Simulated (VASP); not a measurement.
# MgB2 (P6/mmm) in VASP: further runs

Aim: see how the results for MgB2 move with the level of theory and the settings. Levels: AM05, PBE, PBEsol. Tasks: relaxation of cell and atoms.

All numbers are computed with VASP 6.6.1; they aren't measurements. Logs are shortened: lines on timing, memory, paths and dates and some standing lists are left out, and cuts for length are marked.

### 1 Starting point

It takes space group P6/mmm (No. 191, hexagonal). The conventional cell has a = 3.061 Å, b = 3.061 Å, c = 3.505 Å, α = 90.00°, β = 90.00°, γ = 120.00°. Mg (site symmetry 6/mmm) is surrounded by 12 B at 2.49 Å. B (site symmetry -6m2) is surrounded by 3 B at 1.77 Å.

### 2 Relaxation of cell and atoms, AM05

INCAR

```
PREC = Accurate ; ENCUT = 600
EDIFF = 1E-7 ; ISMEAR = 1
SIGMA = 0.1 ; LREAL = F
LASPH = T ; NELM = 80
ALGO = Normal ; ISIF = 3
LWAVE = F ; LCHARG = F
GGA = AM ; IBRION = 2
NSW = 90 ; EDIFFG = -0.005
```

KPOINTS

```
Automatic mesh
0
Gamma
  15 15 10
```

POSCAR

```
MgB2                                    
1.0
    3.0605957177     -0.0000000000     -0.0000000000
   -1.5302978589      2.6505536423     -0.0000000000
   -0.0000000000      0.0000000000      3.5050647709
  Mg              B             
     1     2
Direct
     0.0000000000000000    0.0000000000000000    1.0000000000000000
     0.3333333332999970    0.6666666667000030    0.5000000000000000
     0.6666666667000030    0.3333333332999970    0.5000000000000000
```

Potentials or basis: VASP PAW PBE potentials, release 64 (Mg, B).

Command:

```bash
> cat potpaw_PBE.64/Mg/POTCAR potpaw_PBE.64/B/POTCAR > POTCAR
> mpirun -np 1 vasp_std > vasp.out
```

OUTCAR:

```text
PREC = Accurate
   ENCUT = 600
   EDIFF = 1E-7
   ISMEAR = 1
   LREAL = F
   LASPH = T
   NELM = 80
   ISIF = 3
   GGA = AM
   IBRION = 2
   NSW = 90
   EDIFFG = -0.005

 ion  position               nearest neighbor table
   1  0.000  0.000  0.000-   2 2.49   3 2.49   2 2.49   3 2.49   3 2.49   3 2.49   2 2.49   2 2.49
                             3 2.49   3 2.49   2 2.49   2 2.49
   2  0.333  0.667  0.500-   3 1.77   3 1.77   3 1.77   1 2.49   1 2.49   1 2.49   1 2.49   1 2.49
                             1 2.49
   3  0.667  0.333  0.500-   2 1.77   2 1.77   2 1.77   1 2.49   1 2.49   1 2.49   1 2.49   1 2.49
                             1 2.49

  LATTYP: Found a hexagonal cell.
 ALAT       =     3.0605957177
 C/A-ratio  =     1.1452230527

  Lattice vectors:

 A1 = (   3.0605957177,   0.0000000000,   0.0000000000)
 A2 = (  -1.5302978589,   2.6505536423,   0.0000000000)
 A3 = (   0.0000000000,   0.0000000000,   3.5050647709)

Analysis of symmetry for initial positions (statically):
=====================================================================
 Subroutine PRICEL returns:
 Original cell was already a primitive cell.

 Routine SETGRP: Setting up the symmetry group for a
 hexagonal supercell.

 Subroutine GETGRP returns: Found 24 space group operations
 (whereof 24 operations were pure point group operations)
 out of a pool of 24 trial point group operations.

The static configuration has the point symmetry D_6h.

Analysis of symmetry for dynamics (positions and initial velocities):
=====================================================================
 Subroutine PRICEL returns:
 Original cell was already a primitive cell.

 Routine SETGRP: Setting up the symmetry group for a
 hexagonal supercell.

 Subroutine GETGRP returns: Found 24 space group operations
 (whereof 24 operations were pure point group operations)
 out of a pool of 24 trial point group operations.

The dynamic configuration has the point symmetry D_6h.

 Subroutine INISYM returns: Found 24 space group operations
 (whereof 24 operations are pure point group operations),
 and found     1 'primitive' translations

----------------------------------------------------------------------------------------

                                     Primitive cell

  volume of cell :      28.4340

  direct lattice vectors                    reciprocal lattice vectors
     3.060595718  0.000000000  0.000000000     0.326733777  0.188639834  0.000000000
    -1.530297859  2.650553642  0.000000000     0.000000000  0.377279669  0.000000000
     0.000000000  0.000000000  3.505064771     0.000000000  0.000000000  0.285301432

  length of vectors
     3.060595718  3.060595718  3.505064771     0.377279669  0.377279669  0.285301432

  position of ions in fractional coordinates (direct lattice)
     0.000000000  0.000000000  0.000000000
     0.333333333  0.666666667  0.500000000
     0.666666667  0.333333333  0.500000000

  ion indices of the primitive-cell ions
   primitive index   ion index
                 1           1
                 2           2
                 3           3

----------------------------------------------------------------------------------------

 KPOINTS: Automatic mesh

Automatic generation of k-mesh.
 Grid dimensions read from file:
 generate k-points for:   15   15   10

 Generating k-lattice:

  Cartesian coordinates                     Fractional coordinates (reciprocal lattice)
     0.021782252  0.012575989  0.000000000     0.066666667  0.000000000  0.000000000
     0.000000000  0.025151978  0.000000000     0.000000000  0.066666667  0.000000000
     0.000000000  0.000000000  0.028530143     0.000000000  0.000000000  0.100000000

  Length of vectors
     0.025151978  0.025151978  0.028530143

  Shift w.r.t. Gamma in fractional coordinates (k-lattice)
     0.000000000  0.000000000  0.000000000

 Subroutine IBZKPT returns following result:
 ===========================================

 Found    162 irreducible k-points:

 Following reciprocal coordinates:
            Coordinates               Weight
  0.000000  0.000000  0.000000      1.000000
  0.066667  0.000000  0.000000      6.000000
  0.133333  0.000000  0.000000      6.000000
  0.200000  0.000000  0.000000      6.000000
  0.266667  0.000000  0.000000      6.000000
  0.333333 -0.000000  0.000000      6.000000
[... 16 lines left out ...]
  0.333333  0.200000  0.000000     12.000000
  0.400000  0.200000  0.000000      6.000000
 [... further k-points ...]
   k-points           NKPTS =    162   k-points in BZ     NKDIM =    162   number of bands    NBANDS=      8
   number of dos      NEDOS =    301   number of ions     NIONS =      3
   total plane-waves  NPLWV =  16128
   dimension x,y,z NGX =    24 NGY =   24 NGZ =   28
   dimension x,y,z NGXF=    48 NGYF=   48 NGZF=   56
   ions per type =               1   2
   NGX,Y,Z   is equivalent  to a cutoff of  13.04, 13.04, 13.28 a.u.
   NGXF,Y,Z  is equivalent  to a cutoff of  26.07, 26.07, 26.56 a.u.
 SYSTEM =  unknown system
   PREC   = accura    normal or accurate (medium, high low for compatibility)
   ISTART =      0    job   : 0-new  1-cont  2-samecut
   ICHARG =      2    charge: 1-file 2-atom 10-const
   ISPIN  =      1    spin polarized calculation?
   LNONCOLLINEAR =      F non collinear calculations
   LSORBIT =      F    spin-orbit coupling
   LASPH  =      T    aspherical Exc in radial PAW
   ENCUT  =  600.0 eV  44.10 Ry    6.64 a.u.   6.11  6.11  7.00*2*pi/ulx,y,z
   NELM   =     80;   NELMIN=  2; NELMDL= -5     # of ELM steps
   EDIFF  = 0.1E-06   stopping-criterion for ELM
   LREAL  =      F    real-space projection
   EDIFFG = -.5E-02   stopping-criterion for IOM
   NSW    =     90    number of steps for IOM
   IBRION =      2    ionic relax: 0-MD 1-quasi-New 2-CG
   NFREE  =      1    steps in history (QN), initial steepest desc. (CG)
   ISIF   =      3    stress and relaxation
   ISYM   =      2    0-nonsym 1-usesym 2-fastsym
   POTIM  = 0.5000    time-step for ionic-motion
   TEBEG  =    0.0;   TEEND  =   0.0 temperature during run
   PSTRESS=    0.0 pullay stress
   NELECT =       8.0000    total number of electrons
   NUPDOWN=      -1.0000    fix difference up-down
   EMIN   =  10.00;   EMAX   =-10.00  energy-range for DOS
   EFERMI =   0.00;   METHOD = LEGACY
   ISMEAR =     1;   SIGMA  =   0.10  broadening in eV -4-tet -1-fermi 0-gaus
   EFERMI_NEDOS =   21; number of points for ismear=-14 and -15
   IALGO  =     38    algorithm
   IMIX   =      4    mixing-type and parameters
     AMIX     =   0.40;   BMIX     =  1.00
     AMIX_MAG =   1.60;   BMIX_MAG =  1.00
  volume/ion in A,a.u.               =       9.48        63.96
  Fermi-wavevector in a.u.,A,eV,Ry     =   1.072734  2.027173 15.657010  1.150758
  Thomas-Fermi vector in A             =   2.208513
   LORBIT       =      0    0 simple, 1 ext, 2 COOP (PROOUT), +10 PAW based schemes
   GGA     = AM    functional components
   LHFCALC =     F    Hartree Fock is set to
   AEXX    =    0.0000 exact exchange contribution
   IVDW    =     0    specifies the selected vdW correction
   LEPSILON=     F    determine dielectric tensor
   LRPA    =     F    only Hartree local field effects (RPA)
 conjugate gradient relaxation of ions
 non-spin polarized calculation
 Methfessel and Paxton  Order N= 1 SIGMA  =   0.10
  energy-cutoff  :      600.00
  volume of cell :       28.43
 maximum number of plane-waves:       972
   NGX = 13   NGY = 13   NGZ = 15

--------------------------------------- Ionic step        1  -------------------------------------------

 number of electron       8.0000000 magnetization

 Free energy of the ion-electron system (eV)
  ---------------------------------------------------
  ext. energy  EPLUGINS =         0.00000000
  ---------------------------------------------------
  free energy    TOTEN  =       -15.95254716 eV

  energy without entropy =      -15.95272556  energy(sigma->0) =      -15.95260663

------------------------ aborting loop because EDIFF is reached ----------------------------------------

  FORCE on cell =-STRESS in cart. coord.  units (eV):
  Direction    XX          YY          ZZ          XY          YZ          ZX
  --------------------------------------------------------------------------------------
  -------------------------------------------------------------------------------------
  Total        0.0036351      0.0036351     -0.0173525     -0.0000000     -0.0000000      0.0000000
  in kB        0.2048258      0.2048258     -0.9777635     -0.0000000     -0.0000000      0.0000000
  external PRESSURE =      -0.1893707 kB  Pullay stress =       0.0000000 kB

 VOLUME and BASIS-vectors are now :
 -----------------------------------------------------------------------------
  energy-cutoff  :      600.00
  volume of cell :       28.43
      direct lattice vectors                 reciprocal lattice vectors
     3.060595718  0.000000000  0.000000000     0.326733777  0.188639834  0.000000000
    -1.530297859  2.650553642  0.000000000     0.000000000  0.377279669  0.000000000
     0.000000000  0.000000000  3.505064771     0.000000000  0.000000000  0.285301432

 POSITION                                       TOTAL-FORCE (eV/Angst)
 -----------------------------------------------------------------------------------
      0.00000      0.00000      0.00000         0.000000      0.000000      0.000000
     -0.00000      1.76704      1.75253         0.000000     -0.000000      0.000000
      1.53030      0.88352      1.75253        -0.000000      0.000000      0.000000
 -----------------------------------------------------------------------------------
    total drift:                                0.000000     -0.000000      0.000000

  FREE ENERGIE OF THE ION-ELECTRON SYSTEM (eV)
  ---------------------------------------------------
  free  energy   TOTEN  =       -15.9525471564 eV

  energy  without entropy=      -15.9527255646  energy(sigma->0) =      -15.95260663

--------------------------------------- Ionic step        2  -------------------------------------------

 number of electron       8.0000000 magnetization

 Free energy of the ion-electron system (eV)
  ---------------------------------------------------
  ext. energy  EPLUGINS =         0.00000000
  ---------------------------------------------------
  free energy    TOTEN  =       -15.95254995 eV

  energy without entropy =      -15.95273150  energy(sigma->0) =      -15.95261047

 E-fermi :   5.3160     XC(G=0): -11.0762

 val. band max:        5.3040988356   @ k =   0.4667  -0.0000   0.3000
 cond. band min:       5.3355090782   @ k =   0.1333   0.0000   0.3000
 fundamental gap:      0.0314102426
 Fermi energy:         5.3159731633

 k-point     1 :       0.0000    0.0000    0.0000
  band No.  band energies     occupation
      1      -7.1604      2.00000
      2       2.3555      2.00000
      3       5.7713     -0.00000
      4       5.7713     -0.00000
      5       6.9934     -0.00000
      6      11.7403      0.00000
      7      11.7403      0.00000
      8      13.7809      0.00000

 k-point     2 :       0.0667    0.0000    0.0000
  band No.  band energies     occupation
      1      -7.0822      2.00000
      2       2.4320      2.00000
      3       5.3650      0.27098
      4       5.5773     -0.00138
      5       7.0605     -0.00000
      6      11.7043      0.00000
      7      12.0936      0.00000
      8      13.9357      0.00000

 k-point     3 :       0.1333    0.0000    0.0000
  band No.  band energies     occupation
      1      -6.8479      2.00000
      2       2.6606      2.00000
      3       4.3425      2.00000
      4       5.1101      2.01318
      5       7.2715     -0.00000
      6      11.4856      0.00000
      7      13.0347      0.00000
      8      14.3718      0.00000
[... 210 lines left out ...]
 k-point    23 :       0.3333    0.2000    0.0000
  band No.  band energies     occupation
      1      -3.4702      2.00000
      2      -1.2573      2.00000
      3       0.9856      2.00000
      4       5.7430     -0.00000
      5       8.6070      0.00000
      6      10.4454      0.00000
      7      11.8079      0.00000
      8      13.7102      0.00000

 k-point    24 :       0.4000    0.2000    0.0000
  band No.  band energies     occupation
      1      -2.7270      2.00000
      2      -2.0995      2.00000
      3       0.8927      2.00000
      4       6.1426     -0.00000
      5       8.1227      0.00000
      6      11.0292      0.00000
      7      11.3101      0.00000
      8      13.6539      0.00000

 [... further k-points ...]
[... 5 lines left out ...]
  --------------------------------------------------------------------------------------
  -------------------------------------------------------------------------------------
  Total       -0.0006602     -0.0006602     -0.0024301      0.0000000      0.0000000      0.0000000
  in kB       -0.0372066     -0.0372066     -0.1369502      0.0000000      0.0000000      0.0000000
  external PRESSURE =      -0.0704544 kB  Pullay stress =       0.0000000 kB

 VOLUME and BASIS-vectors are now :
 -----------------------------------------------------------------------------
  energy-cutoff  :      600.00
  volume of cell :       28.43
      direct lattice vectors                 reciprocal lattice vectors
     3.060774625 -0.000000000  0.000000000     0.326714679  0.188628808 -0.000000000
    -1.530387313  2.650708581 -0.000000000     0.000000000  0.377257616  0.000000000
     0.000000000 -0.000000000  3.504086706    -0.000000000  0.000000000  0.285381066

 POSITION                                       TOTAL-FORCE (eV/Angst)
 -----------------------------------------------------------------------------------
      0.00000     -0.00000      0.00000         0.000000     -0.000000      0.000000
     -0.00000      1.76714      1.75204         0.000000     -0.000000      0.000000
      1.53039      0.88357      1.75204        -0.000000      0.000000      0.000000
 -----------------------------------------------------------------------------------
    total drift:                                0.000000     -0.000000      0.000000

  FREE ENERGIE OF THE ION-ELECTRON SYSTEM (eV)
  ---------------------------------------------------
  free  energy   TOTEN  =       -15.9525499458 eV

  energy  without entropy=      -15.9527315036  energy(sigma->0) =      -15.95261047

 reached required accuracy - stopping structural energy minimisation
```

Run time: 18 s. Hardware: 1 thread of Intel Xeon 6975P-C (Granite Rapids), shared host; peak memory 0.18 GiB.

What came out:

```yaml
Free_energy: -15.9525 eV
Relaxed_volume: 9.48 Å³/atom
Relaxed_cell: a = 3.061 Å, b = 3.061 Å, c = 3.504 Å, α = 90.00°, β = 90.00°, γ = 120.00°
Space_group_after_relaxing_to_0.05_Å: P6/mmm (No. 191)
Energy_gained_by_relaxing: 0.0 meV/atom
Ionic_steps: 2
Pressure_after_relaxing: 0.0 GPa
Band_gap_on_the_k_mesh: none (metal or under the smearing width)
```

Final structure:
```
Mg B
1.0
     3.06077    0.00000    0.00000
    -1.53039    2.65071    0.00000
     0.00000    0.00000    3.50409
Mg B
1 2
Direct
  0.00000 0.00000 0.00000
  0.33333 0.66667 0.50000
  0.66667 0.33333 0.50000
```

Caveat: the PAW data sets were made with another functional, which shifts forces and pressure a little.

### 3 Relaxation of cell and atoms, PBE

This run uses another cell than the first one, of 9.68 Å³/atom, 1.021 times its volume.

INCAR

```
SYSTEM = MgB2
PREC = Accurate ; ENCUT = 300
EDIFF = 1E-6 ; ISMEAR = 1
SIGMA = 0.1 ; LREAL = .False.
LASPH = .True. ; NELM = 80
ALGO = Normal ; ISIF = 3
LWAVE = .False. ; LCHARG = .False.
GGA = PE ; IBRION = 2
NSW = 90 ; EDIFFG = -0.01
```

KPOINTS

```
Automatic mesh
0
Gamma
  8 8 5
  0 0 0
```

POSCAR

```
MgB2
1.0
    3.0850000000      0.0000000000      0.0000000000
   -1.5425000000      2.6716883707      0.0000000000
    0.0000000000      0.0000000000      3.5230000000
Mg B
1 2
Direct
    0.0000000000      0.0000000000      0.0000000000
    0.3333333333      0.6666666667      0.5000000000
    0.6666666667      0.3333333333      0.5000000000
```

Potentials or basis: VASP PAW PBE potentials, release 64 (Mg, B_s).

Command:

```bash
> cat potpaw_PBE.64/Mg/POTCAR potpaw_PBE.64/B_s/POTCAR > POTCAR
> mpirun -np 1 vasp_std > vasp.out
```

It took 6.3 s on 1 thread of Intel Xeon 6975P-C (Granite Rapids), shared host; peak memory 0.12 GiB.

These settings aren't checked as converged: the numbers below hold their error.

Results:

```yaml
Free_energy: -15.3181 eV
Relaxed_volume: 9.56 Å³/atom
Relaxed_cell: a = 3.087 Å, b = 3.087 Å, c = 3.475 Å, α = 90.00°, β = 90.00°, γ = 120.00°
Space_group_after_relaxing_to_0.05_Å: P6/mmm (No. 191)
Energy_gained_by_relaxing: 1.0 meV/atom
Ionic_steps: 5
Band_gap_on_the_k_mesh: none (metal or under the smearing width)
```

Caveat: the cutoff is under 1.25 times the usual one of these potentials, so pressure, stress and relaxed cells hold a basis-set (Pulay) error.

(Part 1 of 2 ends here.)
